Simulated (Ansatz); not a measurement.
Zinc-blende ZnTe, treated with LDA (Ansatz, an electronic-structure program, PAW).

Total energies, extrapolated to zero smearing (they compare only within this program, potentials and cutoff):

```tsv
system	energy (eV/atom)
zinc-blende ZnTe, relaxed	-5037.1242
hcp Zn	-3246.2583
trigonal Te	-6827.1995
```

Task: Work out the formation enthalpy per atom.

Result: ΔH_f ≈ ΔE = -5037.1242 − [1 × (-3246.2583) + 1 × (-6827.1995)]/2 = -0.395 eV/atom (0 K, no vibrations). The reference value is -0.61 eV/atom (measured, 298 K, no zero-point or thermal correction; as tabulated in Zhang et al. (2018), doi:10.1038/s41524-018-0065-z), a difference of +0.215 eV/atom.

Spin–orbit coupling is left out; its size isn't shown.

The PAW data were made under PBE.
